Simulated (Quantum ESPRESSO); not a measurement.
The system is WS2 (Tungstenite).

```xyz
6
Lattice="3.1800 0.0000 0.0000 -1.5900 2.7540 0.0000 0.0000 0.0000 12.5000" Properties=species:S:1:pos:R:3 pbc="T T T"
W     1.5900    0.9180    9.3750
W     0.0000    1.8360    3.1250
S     1.5900    0.9180    4.6875
S     0.0000    1.8360   10.9375
S     1.5900    0.9180    1.5625
S     0.0000    1.8360    7.8125
```

Base run:

* Program: Quantum ESPRESSO 7.5
* Functional: PBE
* Potentials or basis: GBRV 1.5 PBE
* Cutoff: 612 eV
* Density cutoff: 4898 eV
* k mesh: 10 × 10 × 3
* Occupations: fermi-dirac, width 0.05 eV
* Spin: no spin polarisation

Its results: band gap on the k mesh 1.12 eV, indirect (least direct gap 2.08 eV); pressure 1.9 GPa; largest force 0.160 eV/Å.

Task: The run is repeated on the same cell with these changes: functional from PBE to PBEsol; potentials or basis from GBRV 1.5 PBE to GBRV 1.5 PBEsol; cutoff from 612 eV to 762 eV; density cutoff from 4898 eV to 6095 eV. What comes out?

Result: Band gap on the k mesh 1.08 eV, indirect (least direct gap 2.07 eV); pressure -2.5 GPa; largest force 0.124 eV/Å.

Caveats: spin-orbit coupling is left out, which moves the levels of the heavy elements; this functional lacks dispersion, which binds the layers, so the pressure and a relaxed spacing across them are unreliable.

A k mesh can miss the band edges.

Not every run made on this cell is shown here.
